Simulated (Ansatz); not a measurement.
# AlN: the cell at several levels of theory

The task here is to estimate one member of a computed series from the others.

The runs shown are made with Ansatz 0.2.0. PAW datasets, plane waves, zero pressure. Spin-unpolarised throughout; all numbers are computed.

**The structure to begin with**

This is the cell as the run starts from it, not yet at rest; its lengths are not the crystal's.

The symmetry is P6_3mc (No. 186, hexagonal); conventional cell a = 2.925 Å, c = 4.777 Å, 8.85 Å³ an atom. Near Al stand 4 N at 1.79 Å; near N stand 4 Al at 1.79 Å.

As a file:

```cif
data_structure
_symmetry_space_group_name_H-M 'P6_3mc'
_symmetry_Int_Tables_number 186
_cell_length_a 2.9252
_cell_length_b 2.9252
_cell_length_c 4.7768
_cell_angle_alpha 90.000
_cell_angle_beta 90.000
_cell_angle_gamma 120.000
_cell_volume 35.40
loop_
_atom_site_label
_atom_site_type_symbol
_atom_site_symmetry_multiplicity
_atom_site_Wyckoff_symbol
_atom_site_fract_x
_atom_site_fract_y
_atom_site_fract_z
_atom_site_occupancy
Al1 Al 2 b 0.33333 0.66667 0.00000 1
N1 N 2 b 0.33333 0.66667 0.37500 1
```

Set-up of the first run:

input.yaml reads:

```yaml
crystal:
  lattice:
    - [2.9251806508, 0.0, 0.0]
    - [-1.4625903254, 2.5332807543, 0.0]
    - [0.0, 0.0, 4.7768200028]
  atoms:
    - { symbol: Al, position: [0.3333333333, 0.6666666667, 0.0] }
    - { symbol: Al, position: [0.6666666667, 0.3333333333, 0.5] }
    - { symbol: "N", position: [0.3333333333, 0.6666666667, 0.375] }
    - { symbol: "N", position: [0.6666666667, 0.3333333333, 0.875] }
kpoints:
  mp_grid: { grid: [12, 12, 6] }
hamiltonian:
  xc: pbe
scf:
  occupations: { method: fermi_dirac, width: 0.02 }
relax:
  f_tol: 0.005
  cell: {}
```

The run is started by

```bash
ansatz run input.yaml --threads 4 --pin off --max-ram 7372MiB --backend cpu --events-out ev --progress --plain --runs-dir out
```

Steps of the session up to this table: Relaxing with PBE; r2SCAN: cell and atoms; Relaxation with PBEsol; Relaxing with LDA; Relaxing with HSE06.

One table of the session follows, with a row left open; its other results are not shown here.

| level | a (Å) | c (Å) | volume (Å³/atom) |
| --- | --- | --- | --- |
| PBE | ? | ? | ? |
| r2SCAN | 3.107 | 4.979 | 10.403 |
| PBEsol | 3.114 | 4.984 | 10.462 |
| LDA | 3.089 | 4.943 | 10.211 |
| HSE06 | 3.105 | 4.968 | 10.371 |

Estimate the missing values for PBE.

**Answer.** a (Å): 3.130; c (Å): 5.018; volume (Å³/atom): 10.645. In the column «a (Å)» it is the highest.

Caveats from the session: The calculation is for a static lattice, without the thermal expansion and zero-point motion that a measured cell holds.
